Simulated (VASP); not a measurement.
# Sb: restarted molecular dynamics, 2 variants

Sb, P2_1/m (no. 11), 12 atoms in the cell. PBE, molecular dynamics; PAW potentials Sb (PBE set).

| Restart from | Temperature at the end (K) | The same without a restart (K) | Potential energy at the end (eV/atom) | The same without a restart (eV/atom) | Electronic steps in the first step after the restart | Time (s) |
|---|---|---|---|---|---|---|
| CONTCAR with velocities, WAVECAR read | 715.0 | 715.0 | -3.97912 | -3.97912 | 4 | 358 |
| CONTCAR with velocities, no WAVECAR | 715.0 | 715.0 | -3.97912 | -3.97912 | 14 | 241 |

Limits: 240 fs of 12 atoms are too short for converged averages; the cell is only 4.4 Å across, so each atom moves in step with near copies of itself.

## Input of the first row

INCAR.step1:
```
SYSTEM = Sb
GGA = PE
PREC = Normal
ENCUT = 200
EDIFF = 1E-6
NELMIN = 4
NELM = 60
ALGO = Fast
LREAL = Auto
LASPH = .True.
ISMEAR = -1
SIGMA = 0.05
ISYM = 0
LWAVE = .True.
LCHARG = .False.
IBRION = 0
NSW = 30
POTIM = 4.0
TEBEG = 1000
ISIF = 2
RANDOM_SEED = 310793 0 0
MDALGO = 1
ANDERSEN_PROB = 0.0
KPAR = 2
```

INCAR.step2, as INCAR.step1 but for:
```
- LWAVE = .True.
+ LWAVE = .False.
```

KPOINTS:
```
k-points
0
Gamma
  2 1 3
```

POSCAR.step1:
```
Sb
1.0
    6.2448040000      0.0000000000      0.0000000000
    0.0000000000     13.0425540000      0.0000000000
   -0.0389150000      0.0000000000      4.4058520000
Sb
12
Direct
    0.0056945000      0.0833333333      0.2411660000
    0.0056945000      0.4166666667      0.2411660000
    0.0056945000      0.7500000000      0.2411660000
    0.5056945000      0.0833333333      0.2411660000
    0.5056945000      0.4166666667      0.2411660000
    0.5056945000      0.7500000000      0.2411660000
    0.4943055000      0.2500000000      0.7588340000
    0.4943055000      0.5833333333      0.7588340000
    0.4943055000      0.9166666667      0.7588340000
    0.9943055000      0.2500000000      0.7588340000
    0.9943055000      0.5833333333      0.7588340000
    0.9943055000      0.9166666667      0.7588340000
```

Commands (each step's output is kept before the next begins):
```
cat potpaw_PBE.64/Sb/POTCAR > POTCAR
cp INCAR.step1 INCAR
cp POSCAR.step1 POSCAR
mpirun -np 2 vasp_std > vasp.out
cp CONTCAR POSCAR
cp INCAR.step2 INCAR
mpirun -np 2 vasp_std > vasp.out
```

Changes of the last row against the first:
```
(step 1)
- LWAVE = True
+ LWAVE = False
```

VASP 6.6.1 took 358 s on 2 cores (AMD EPYC 7R13 (Zen 3)), a shared host.
